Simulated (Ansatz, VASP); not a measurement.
**Ti in VASP and in Ansatz**

The input POSCAR:

```
Ti
1.0
   -1.6410000000      1.6410000000      1.6410000000
    1.6410000000     -1.6410000000      1.6410000000
    1.6410000000      1.6410000000     -1.6410000000
Ti
1
Direct
    0.0000000000      0.0000000000      0.0000000000
```

File INCAR.step1:

```
SYSTEM = Ti
PREC = Accurate ; ENCUT = 520
ISMEAR = -1 ; SIGMA = 0.05
LREAL = .FALSE. ; LASPH = .TRUE.
NELM = 80 ; NBANDS = 12
GGA = PE ; ALGO = Normal
EDIFF = 1E-4 ; LWAVE = .TRUE.
LCHARG = .FALSE.
```

File INCAR.step2:

```
SYSTEM = Ti
PREC = Accurate ; ENCUT = 520
EDIFF = 1E-6 ; ISMEAR = -1
SIGMA = 0.05 ; LREAL = .FALSE.
LASPH = .TRUE. ; NELM = 80
ALGO = Normal ; ISIF = 2
LWAVE = .FALSE. ; LCHARG = .TRUE.
METAGGA = R2SCAN ; LMIXTAU = .TRUE.
LELF = .TRUE. ; LVHAR = .TRUE.
NBANDS = 12 ; ISTART = 1
```

File KPOINTS:

```
Automatic mesh
0
G
  16 16 16
  0 0 0
```

Input for Ansatz:

```yaml
crystal:
  lattice:
    - [-1.641, 1.641, 1.641]
    - [1.641, -1.641, 1.641]
    - [1.641, 1.641, -1.641]
  atoms:
    - { symbol: Ti, position: [0.0, 0.0, 0.0] }
kpoints:
  mp_grid: { grid: [16, 16, 16] }
scf:
  occupations: { method: fermi_dirac, width: 0.05 }
  lower_state_search: "off"
hamiltonian:
  xc: r2scan
  pseudopotentials: { kind: paw }
output:
  forces: true
  stress: true
  eigenvalues: true
  populations: true
  dos: { projected: true, de: 0.1, e_range: [-8, 5] }
  write_density: true
  write_potential: true
  elf: true
  volumetric_format: npy
```

Alike in both runs: task single point; functional r2SCAN; k mesh 16 × 16 × 16; occupations fermi-dirac, width 0.05 eV; no spin polarisation.

```csv
,VASP,Ansatz
version,VASP 6.6.1,Ansatz 0.2.0
potentials or method,"VASP PAW PBE potentials, release 64 (Ti_sv)","PAW with Ansatz's default frozen-core files, scalar-relativistic"
plane-wave cutoff (eV),520,500
valence electrons in the cell,12,12
```

```tsv
	VASP	Ansatz	Ansatz less VASP
pressure (GPa)	-2.6	-2.9	-0.26
```

Caveats: the PAW data sets were made with another functional, which shifts forces and pressure a little (VASP).
